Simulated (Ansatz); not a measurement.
**Pb: do energies and stresses tell the same story?**

Computed with DFT PBE+D3(BJ), scalar-relativistic, plane waves, PAW in Ansatz 0.2.0.

Settings: cutoff 420 eV, Γ-centred mesh 16×16×16 on the computed 1-atom cell, Gaussian smearing of 0.10 eV; no spin polarisation.

Relaxed cell: Im-3m, a = 3.930 Å, b = 3.930 Å, c = 3.930 Å, α = 90.00°, β = 90.00°, γ = 90.00°, 1 atom in the primitive cell. This bcc form isn't the element's structure at ambient conditions.

Energies at zero smearing and pressures from the stress tensor, at volumes with shape and atoms relaxed:
```
V (Å³/atom) E − E(first) (meV/atom) P (GPa)
     26.707                     0.00     7.72
     27.617                   -36.63     5.24
     28.527                   -60.32     3.17
     29.438                   -73.38     1.45
     30.348                   -77.51     0.00
     31.259                   -74.08    -1.22
     32.169                   -64.30    -2.24
     33.383                   -42.99    -3.32
```

Q: Check P = −dE/dV between neighbouring volumes, and get the bulk modulus from the pressures alone.

A: With 1 eV/Å³ = 160.2 GPa:
| middle V (Å³/atom) | −ΔE/ΔV (GPa) | mean P (GPa) |
| --- | --- | --- |
| 27.162 | 6.446 | 6.482 |
| 28.072 | 4.169 | 4.208 |
| 28.983 | 2.299 | 2.313 |
| 29.893 | 0.726 | 0.726 |
| 30.804 | -0.602 | -0.607 |
| 31.714 | -1.722 | -1.730 |
| 32.776 | -2.813 | -2.780 |

The two differ by 0.04 GPa at most. The mean of two end pressures misses the average over a step by about ΔV² P″/12, up to 0.04 GPa here; with that taken off 0.02 GPa remains. Around V = 30.348 Å³/atom, the two neighbours give B = −V ΔP/ΔV = 30.348 × 2.67 / 1.821 = 44.4 GPa, against B0 = 44.1 GPa from the Birch–Murnaghan fit of the energies.

Spin–orbit coupling is left out, which can shift energies with elements as heavy as these.